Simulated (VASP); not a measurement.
# Native point defects of GaCo, part 4 of 7

Wanted: a map of the native defects of GaCo, all in one supercell and at one level. The start is a cell from a database of measured crystal structures.

VASP 6.6.1, plane waves and PAW; the level of theory is named at each step.

So far. Step 5 (Reference Ga): The run ended after 2 ionic steps, 0.000 eV below its first step, once forces and stress met EDIFFG = -0.02. Step 5 (Reference Ga): Energy at zero smearing: -13.35085 eV.

## (6) The defect cell, 53 atoms, defect Co vacancy

This step: PBEsol, spin-polarised from a ferromagnetic start; plane waves and PAW (Ga, Co) (VASP 6.6.1).

System of this step: Ga27Co26. The cell holds 53 atoms: 27 Ga and 26 Co. Its edges and angles: a = 8.521 Å, b = 8.521 Å, c = 8.521 Å, α = 90.0°, β = 90.0°, γ = 90.0°. It derives from GaCo. Nearest the centre at fractional (0.000, 0.000, 0.000): Ga27 at 2.46 Å, Ga9 at 2.46 Å, Ga21 at 2.46 Å, Ga25 at 2.46 Å, Ga19 at 2.46 Å, Ga3 at 2.46 Å, Ga7 at 2.46 Å, Ga1 at 2.46 Å.

The host is treated as a metal, since its gap is under 0.3 eV or closed. The run keeps 48 symmetry operations, which cuts the number of k-points but bars distortions that break them. The atoms relax at the host's fixed cell.

INCAR reads:

```
SYSTEM = Ga27Co26
PREC = Normal
ENCUT = 300
EDIFF = 1E-05
NELM = 120
ISMEAR = 1
SIGMA = 0.2
LREAL = Auto
ALGO = Fast
GGA = PS
NBANDS = 230
ISPIN = 2
MAGMOM = 0 0 0 0 0 0 0 0 0 0 0 0 0 0 0 0 0 0 0 0 0 0 0 0 0 0 0 2 2 2 2 2 2 2 2 2 2 2 2 2 2 2 2 2 2 2 2 2 2 2 2 2 2
LASPH = .TRUE.
LMAXMIX = 4
LORBIT = 11
LWAVE = .FALSE.
LCHARG = .TRUE.
KPAR = 4
NCORE = 2
IBRION = 2
NSW = 50
ISIF = 2
EDIFFG = -0.03
POTIM = 0.4
MAXMIX = 40
ISYM = 2
```

POSCAR reads:

```
Ga27Co26
1.0
    8.5214324964      0.0000000000      0.0000000000
    0.0000000000      8.5214324964      0.0000000000
    0.0000000000      0.0000000000      8.5214324964
Ga Co
27 26
Direct
    0.1666666700      0.1666666700      0.1666666700
    0.1666666700      0.1666666700      0.5000000000
    0.1666666700      0.1666666700      0.8333333300
    0.1666666700      0.5000000000      0.1666666700
    0.1666666700      0.5000000000      0.5000000000
    0.1666666700      0.5000000000      0.8333333300
    0.1666666700      0.8333333300      0.1666666700
    0.1666666700      0.8333333300      0.5000000000
    0.1666666700      0.8333333300      0.8333333300
    0.5000000000      0.1666666700      0.1666666700
    0.5000000000      0.1666666700      0.5000000000
    0.5000000000      0.1666666700      0.8333333300
    0.5000000000      0.5000000000      0.1666666700
    0.5000000000      0.5000000000      0.5000000000
    0.5000000000      0.5000000000      0.8333333300
    0.5000000000      0.8333333300      0.1666666700
    0.5000000000      0.8333333300      0.5000000000
    0.5000000000      0.8333333300      0.8333333300
    0.8333333300      0.1666666700      0.1666666700
    0.8333333300      0.1666666700      0.5000000000
    0.8333333300      0.1666666700      0.8333333300
    0.8333333300      0.5000000000      0.1666666700
    0.8333333300      0.5000000000      0.5000000000
    0.8333333300      0.5000000000      0.8333333300
    0.8333333300      0.8333333300      0.1666666700
    0.8333333300      0.8333333300      0.5000000000
    0.8333333300      0.8333333300      0.8333333300
    0.0000000000      0.0000000000      0.3333333300
    0.0000000000      0.0000000000      0.6666666700
    0.0000000000      0.3333333300      0.0000000000
    0.0000000000      0.3333333300      0.3333333300
    0.0000000000      0.3333333300      0.6666666700
    0.0000000000      0.6666666700      0.0000000000
    0.0000000000      0.6666666700      0.3333333300
    0.0000000000      0.6666666700      0.6666666700
    0.3333333300      0.0000000000      0.0000000000
    0.3333333300      0.0000000000      0.3333333300
    0.3333333300      0.0000000000      0.6666666700
    0.3333333300      0.3333333300      0.0000000000
    0.3333333300      0.3333333300      0.3333333300
    0.3333333300      0.3333333300      0.6666666700
    0.3333333300      0.6666666700      0.0000000000
    0.3333333300      0.6666666700      0.3333333300
    0.3333333300      0.6666666700      0.6666666700
    0.6666666700      0.0000000000      0.0000000000
    0.6666666700      0.0000000000      0.3333333300
    0.6666666700      0.0000000000      0.6666666700
    0.6666666700      0.3333333300      0.0000000000
    0.6666666700      0.3333333300      0.3333333300
    0.6666666700      0.3333333300      0.6666666700
    0.6666666700      0.6666666700      0.0000000000
    0.6666666700      0.6666666700      0.3333333300
    0.6666666700      0.6666666700      0.6666666700
```

KPOINTS reads:

```
Automatic mesh
0
Monkhorst-Pack
3 3 3
0 0 0
```

PAW data sets: Ga and Co (PBE family, release 64).

Command:

```console
$ mpirun -np 8 vasp_std
```

The log of the run:

```text
[banner, memory and clock lines left out]
running    8 mpi-ranks, on    1 nodes
 distrk:  each k-point on    2 cores,    4 groups
 distr:  one band on    2 cores,    1 groups

 POSCAR found type information on POSCAR GaCo
 POSCAR found :  2 types and      53 ions
 [... a notice as in an earlier step ...]

 LDA part: xc-table for (Slater+PW92), standard interpolation
 POSCAR, INCAR and KPOINTS ok, starting setup
 FFT: planning ... GRIDC
 FFT: planning ... GRID_SOFT
 FFT: planning ... GRID
 WAVECAR not read
 entering main loop
       N       E                     dE             d eps       ncg     rms          rms(c)
DAV:   1     0.187109483610E+04    0.18711E+04   -0.86338E+04  3680   0.992E+02
DAV:   2    -0.132058116164E+03   -0.20032E+04   -0.18755E+04  3680   0.284E+02
DAV:   3    -0.325064310697E+03   -0.19301E+03   -0.16872E+03  3910   0.104E+02
DAV:   4    -0.333680802928E+03   -0.86165E+01   -0.83539E+01  4368   0.227E+01
DAV:   5    -0.333866870176E+03   -0.18607E+00   -0.18547E+00  4568   0.285E+00    0.599E+01
RMM:   6    -0.362154829429E+03   -0.28288E+02   -0.47740E+02  3680   0.705E+01    0.659E+01
RMM:   7    -0.309732470947E+03    0.52422E+02   -0.16555E+02  3680   0.453E+01    0.195E+01
RMM:   8    -0.329186541613E+03   -0.19454E+02   -0.13002E+01  3680   0.102E+01    0.599E+01
RMM:   9    -0.310323963878E+03    0.18863E+02   -0.11698E+01  3680   0.120E+01    0.837E+00
RMM:  10    -0.310747747980E+03   -0.42378E+00   -0.10034E+00  3680   0.267E+00    0.793E+00
RMM:  11    -0.310669808384E+03    0.77940E-01   -0.94292E-01  3680   0.303E+00    0.657E+00
RMM:  12    -0.310458653429E+03    0.21115E+00   -0.19619E-01  3680   0.149E+00    0.160E+00
RMM:  13    -0.310465619909E+03   -0.69665E-02   -0.39563E-02  3751   0.371E-01    0.972E-01
RMM:  14    -0.310470058217E+03   -0.44383E-02   -0.13681E-02  3831   0.284E-01    0.375E-01
RMM:  15    -0.310472191037E+03   -0.21328E-02   -0.58686E-03  3947   0.161E-01    0.227E-01
RMM:  16    -0.310473147854E+03   -0.95682E-03   -0.23202E-03  4131   0.819E-02    0.181E-01
RMM:  17    -0.310474025789E+03   -0.87794E-03   -0.15901E-03  3693   0.889E-02    0.103E-01
RMM:  18    -0.310474365620E+03   -0.33983E-03   -0.94383E-04  3680   0.572E-02    0.771E-02
RMM:  19    -0.310474491443E+03   -0.12582E-03   -0.31864E-04  3691   0.332E-02    0.606E-02
RMM:  20    -0.310474582448E+03   -0.91005E-04   -0.13387E-04  3569   0.260E-02    0.593E-02
RMM:  21    -0.310474643022E+03   -0.60574E-04   -0.74877E-05  3337   0.159E-02    0.564E-02
RMM:  22    -0.310474850401E+03   -0.20738E-03   -0.63715E-04  4618   0.566E-02    0.518E-02
RMM:  23    -0.310474975143E+03   -0.12474E-03   -0.10243E-03  4791   0.784E-02    0.394E-02
RMM:  24    -0.310475079710E+03   -0.10457E-03   -0.64186E-05  3473   0.232E-02    0.163E-02
RMM:  25    -0.310475095500E+03   -0.15789E-04   -0.18057E-05  2388   0.135E-02    0.406E-03
RMM:  26    -0.310475097310E+03   -0.18108E-05   -0.67694E-06  2165   0.736E-03
   1 F= -.31047510E+03 E0= -.31046404E+03  d E =-.310475E+03  mag=     1.6886
 curvature:   0.00 expect dE= 0.000E+00 dE for cont linesearch  0.000E+00
 trial: gam= 0.00000 g(F)=  0.142E+00 g(S)=  0.000E+00 ort = 0.000E+00 (trialstep = 0.100E+01)
 search vector abs. value=  0.142E+00
 bond charge predicted
       N       E                     dE             d eps       ncg     rms          rms(c)
DAV:   1    -0.310590862010E+03   -0.11577E+00   -0.35276E+00  3864   0.350E+00    0.811E-01
RMM:   2    -0.310591975758E+03   -0.11137E-02   -0.98561E-02  3680   0.924E-01    0.393E-01
RMM:   3    -0.310594100080E+03   -0.21243E-02   -0.17638E-02  3680   0.348E-01    0.152E-01
RMM:   4    -0.310593764501E+03    0.33558E-03   -0.62054E-03  3680   0.209E-01    0.153E-01
RMM:   5    -0.310594058936E+03   -0.29444E-03   -0.48377E-03  3680   0.219E-01    0.823E-02
RMM:   6    -0.310594376672E+03   -0.31774E-03   -0.88722E-04  3680   0.103E-01    0.384E-02
RMM:   7    -0.310594432115E+03   -0.55444E-04   -0.21694E-04  3896   0.413E-02    0.115E-02
RMM:   8    -0.310594436294E+03   -0.41784E-05   -0.65512E-05  3307   0.180E-02
   2 F= -.31059444E+03 E0= -.31058442E+03  d E =-.119339E+00  mag=     1.2819
[...]
3 F= -.31070278E+03 E0= -.31069878E+03  d E =-.227681E+00  mag=     0.0225
[...]
4 F= -.31073462E+03 E0= -.31073109E+03  d E =-.318396E-01  mag=    -0.0149
[...]
5 F= -.31074085E+03 E0= -.31073761E+03  d E =-.380713E-01  mag=    -0.0040
[...]
6 F= -.31074105E+03 E0= -.31073788E+03  d E =-.382765E-01  mag=    -0.0040
 curvature:  -1.46 expect dE=-0.177E-02 dE for cont linesearch -0.638E-06
 trial: gam= 0.03479 g(F)=  0.121E-02 g(S)=  0.000E+00 ort =-0.128E-03 (trialstep = 0.163E+01)
 search vector abs. value=  0.124E-02
 bond charge predicted
       N       E                     dE             d eps       ncg     rms          rms(c)
DAV:   1    -0.310742122063E+03   -0.10694E-02   -0.42948E-01  3808   0.113E+00    0.953E-02
RMM:   2    -0.310742261434E+03   -0.13937E-03   -0.32399E-03  3680   0.170E-01    0.959E-02
RMM:   3    -0.310742297427E+03   -0.35993E-04   -0.85437E-04  3679   0.758E-02    0.770E-02
RMM:   4    -0.310742268888E+03    0.28539E-04   -0.23057E-04  3679   0.429E-02    0.269E-02
RMM:   5    -0.310742270079E+03   -0.11907E-05   -0.12102E-04  3664   0.338E-02    0.222E-02
RMM:   6    -0.310742276783E+03   -0.67043E-05   -0.22029E-05  2278   0.144E-02
   7 F= -.31074228E+03 E0= -.31073914E+03  d E =-.122199E-02  mag=    -0.0058
 trial-energy change:   -0.001222  1 .order   -0.001136   -0.001953   -0.000319
 step:   1.8587(harm=  1.9430)  dis= 0.00424  next Energy=  -310.742300 (dE=-0.125E-02)
 reached required accuracy - stopping structural energy minimisation
```

The job ended after 3.2 min (8 MPI ranks of Intel Xeon 6975P-C (Granite Rapids), shared host; peak memory 3.2 GiB; 20 min of CPU time).

OUTCAR, selected parts (step 6):

```text
   k-points           NKPTS =      4   k-points in BZ     NKDIM =      4   number of bands    NBANDS=    230

   NELECT =     315.0000    total number of electrons

 E-fermi :   7.5671

 spin component 1
 k-point     1 :       0.0000    0.0000    0.0000
  band No.  band energies     occupation
    ...
    155       6.8669      1.00000
    156       6.8669      1.00000
    157       6.8837      1.00001
    158       7.4666      0.87143
    159       7.4666      0.87143
    160       7.9884     -0.00558
    161       7.9884     -0.00558
    162       7.9884     -0.00558
    163       8.0608     -0.00133
    164       8.0608     -0.00133
    ...

 k-point     2 :       0.3333    0.0000    0.0000
  band No.  band energies     occupation
    ...
    151       6.8206      1.00000
    152       6.8668      1.00000
    153       6.8720      1.00001
    154       7.2147      1.01594
    155       7.5506      0.56934
    156       7.5940      0.38744
    157       7.5940      0.38744
    158       7.6206      0.28234
    159       7.6538      0.16860
    160       7.6538      0.16860
    ...

  Total       -2.7626494     -2.7626494     -2.7626494     -0.0000000     -0.0000000      0.0000000
  in kB       -7.1531698     -7.1531698     -7.1531698     -0.0000000     -0.0000000      0.0000000
  external PRESSURE =      -7.1531698 kB  Pullay stress =       0.0000000 kB

 POSITION                                       TOTAL-FORCE (eV/Angst)
 -----------------------------------------------------------------------------------
      1.36709      1.36709      1.36709         0.002509      0.002509      0.002509
      1.42236      1.42236      4.26072        -0.000032     -0.000032     -0.000000
      1.36709      1.36709      7.15435         0.002509      0.002509     -0.002509
      1.42236      4.26072      1.42236        -0.000032      0.000000     -0.000032
      1.41149      4.26072      4.26072         0.013034     -0.000000      0.000000
      1.42236      4.26072      7.09907        -0.000032     -0.000000      0.000032
      1.36709      7.15435      1.36709         0.002509     -0.002509      0.002509
      1.42236      7.09907      4.26072        -0.000032      0.000032      0.000000
      1.36709      7.15435      7.15435         0.002509     -0.002509     -0.002509
      4.26072      1.42236      1.42236         0.000000     -0.000032     -0.000032
      4.26072      1.41149      4.26072         0.000000      0.013034     -0.000000
      4.26072      1.42236      7.09907         0.000000     -0.000032      0.000032
      4.26072      4.26072      1.41149        -0.000000     -0.000000      0.013034
      4.26072      4.26072      4.26072         0.000000      0.000000      0.000000
      4.26072      4.26072      7.10994         0.000000      0.000000     -0.013034
      4.26072      7.09907      1.42236        -0.000000      0.000032     -0.000032
      4.26072      7.10994      4.26072        -0.000000     -0.013034     -0.000000
      4.26072      7.09907      7.09907        -0.000000      0.000032      0.000032
      7.15435      1.36709      1.36709        -0.002509      0.002509      0.002509
      7.09907      1.42236      4.26072         0.000032     -0.000032     -0.000000
      7.15435      1.36709      7.15435        -0.002509      0.002509     -0.002509
      7.09907      4.26072      1.42236         0.000032      0.000000     -0.000032
      7.10994      4.26072      4.26072        -0.013034      0.000000     -0.000000
      7.09907      4.26072      7.09907         0.000032     -0.000000      0.000032
[...]
-----------------------------------------------------------------------------------
    total drift:                                0.000000      0.000000      0.000000

  FREE ENERGIE OF THE ION-ELECTRON SYSTEM (eV)
  ---------------------------------------------------
  free  energy   TOTEN  =      -310.7422767830 eV

  energy  without entropy=     -310.7328630539  energy(sigma->0) =     -310.73913887

 magnetization (x)
# of ion       s       p       d       tot
------------------------------------------
    1       -0.000  -0.000  -0.000  -0.000
    2        0.000   0.000   0.000   0.000
    3       -0.000  -0.000  -0.000  -0.000
    4        0.000   0.000   0.000   0.000
    5        0.000   0.000   0.000   0.000
    6        0.000   0.000   0.000   0.000
    7       -0.000  -0.000  -0.000  -0.000
    8        0.000   0.000   0.000   0.000
    9       -0.000  -0.000  -0.000  -0.000
   10        0.000   0.000   0.000   0.000
   11        0.000   0.000   0.000   0.000
   12        0.000   0.000   0.000   0.000
   13        0.000   0.000   0.000   0.000
   14        0.000   0.000   0.000   0.000
   15        0.000   0.000   0.000   0.000
   16        0.000   0.000   0.000   0.000
   17        0.000   0.000   0.000   0.000
   18        0.000   0.000   0.000   0.000
   19       -0.000  -0.000  -0.000  -0.000
   20        0.000   0.000   0.000   0.000
   21       -0.000  -0.000  -0.000  -0.000
   22        0.000   0.000   0.000   0.000
   23        0.000   0.000   0.000   0.000
[...]
--------------------------------------------------
tot          0.000   0.000   0.000   0.000

[... 7 parts as in an earlier step ...]

[... 11 further parts left out ...]
```

The steps of the relaxation:

```tsv
step	energy less that of the first step (eV)	largest force (eV/Å)
1	0.0000	0.6217
2	-0.1193	0.4418
3	-0.2277	0.2289
4	-0.2595	0.1020
5	-0.2658	0.0566
6	-0.2660	0.0557
7	-0.2672	0.0130
```

The atoms that moved most (Å):

```tsv
atom	dx	dy	dz	length
Ga1	-0.053	-0.053	-0.053	0.092
Ga3	-0.053	-0.053	0.053	0.092
Ga7	-0.053	0.053	-0.053	0.092
Ga9	-0.053	0.053	0.053	0.092
Ga25	0.053	0.053	-0.053	0.092
Ga27	0.053	0.053	0.053	0.092
Ga21	0.053	-0.053	0.053	0.092
Ga19	0.053	-0.053	-0.053	0.092
```

Numbers from this step:

```
electronic cycles                                 : 69
electrons                                         : 315
free energy (TOTEN)                               : -310.7423 eV
energy at zero smearing                           : -310.7391 eV
Fermi energy                                      : 7.567 eV
moment of the cell, from the last line of the log : -0.0058 μB
```

The spin moment in the PAW sphere vanishes on all atoms.

Valence density in the ac plane at fractional y = 0.000, through the centre, with atoms of Co within 0.45 Å of it. It is the smooth field of the valence electrons, not physical close to the nuclei.

Values in e/Å³, 13 rows by 16 columns, each cell a mean:
```
0.1 0.1 0.1 0.3 1.7 4.4 2.2 0.4 0.3 1.1 4.2 2.9 0.5 0.2 0.1 0.1
0.1 0.1 0.2 0.3 0.3 0.4 0.3 0.2 0.2 0.3 0.4 0.3 0.3 0.2 0.2 0.1
0.3 0.3 0.2 0.3 0.3 0.4 0.3 0.2 0.2 0.3 0.4 0.3 0.3 0.2 0.3 0.3
3.6 0.9 0.3 0.3 1.9 4.4 1.9 0.3 0.3 0.9 4.0 3.2 0.6 0.3 0.5 2.6
6.4 1.5 0.3 0.4 2.8 6.6 2.7 0.4 0.3 1.2 5.9 4.7 0.7 0.3 0.7 4.6
1.1 0.4 0.2 0.3 0.5 0.9 0.5 0.3 0.2 0.4 0.8 0.7 0.3 0.2 0.3 0.8
0.3 0.3 0.2 0.2 0.2 0.3 0.2 0.2 0.2 0.2 0.3 0.3 0.2 0.2 0.2 0.3
2.3 0.7 0.3 0.3 1.0 2.0 0.9 0.3 0.2 0.5 1.8 1.5 0.4 0.2 0.4 1.7
7.0 1.7 0.3 0.4 3.2 7.6 3.0 0.4 0.3 1.4 6.7 5.4 0.8 0.3 0.7 4.9
1.9 0.6 0.3 0.3 1.1 2.4 1.1 0.3 0.2 0.6 2.2 1.8 0.4 0.3 0.4 1.4
0.2 0.2 0.2 0.2 0.3 0.3 0.3 0.2 0.2 0.2 0.3 0.3 0.3 0.2 0.2 0.2
0.1 0.1 0.2 0.3 0.5 0.9 0.5 0.3 0.2 0.4 0.8 0.6 0.3 0.2 0.1 0.1
0.0 0.1 0.1 0.3 2.4 6.5 3.2 0.4 0.3 1.5 6.2 4.2 0.6 0.2 0.1 0.0
```
Columns run along a (8.5 Å), rows up along c (8.5 Å). Atoms in or near the plane, at fractional coordinates: Co at (0.00, 0.34), Co at (0.00, 0.66), Co at (0.34, 0.00), Co at (0.33, 0.33), Co at (0.33, 0.67), Co at (0.66, 0.00), Co at (0.67, 0.33), Co at (0.67, 0.67).

The run ended after 7 ionic steps, 0.267 eV below its first step, once the forces on the free atoms met EDIFFG = -0.03.

The 8 first neighbours (Ga) lie 2.46 Å from the site in the perfect crystal and 2.37 Å on average after the relaxation (-3.7 %).

## (7) Energies of this defect, 53 atoms, defect vacancy, element Co

This step: point defect, PBEsol; plane waves and PAW (VASP 6.6.1).

No new run; the numbers come from the runs before.

This step gave:

```yaml
formation_energy_of_the_neutral_defect: 0.3830 eV
host_formation_enthalpy: -0.3629 eV/atom
```

Formation energy:

```tsv
formation energy (eV)	largest move (Å)
0.383	0.09206
```

The formation energy is the energy of the relaxed defect cell less that of the perfect cell, with each removed atom booked to its reference and each added atom taken from it.

References, in eV an atom: Co -7.746 (crystal P6_3/mmc) and Ga -3.338 (crystal Cmce). They were run at the supercell's cutoff and functional, without U, and count both elements from their own phases.

The formation energy is 0.383 eV, and the largest move of an atom 0.09 Å.

[end of part 4 of 7]

[Lines on the potential files, build, host, timing and source positions are cut from VASP's logs without a mark.]

[Logs are printed without paths, hosts, clocks, repeated set-up lines and the standing remarks that a program may print on its own settings, such as how far it seeks lower states.]

[Hosts, paths, dates, database ids (printed as entryN), source tags and the programs' standing remarks are cut or masked in the printed files.]

[In band tables of VASP the shares of atoms and orbitals are scaled to a sum of 1 inside the atoms' spheres.]

[Runs that stopped without an error message from VASP are left out.]
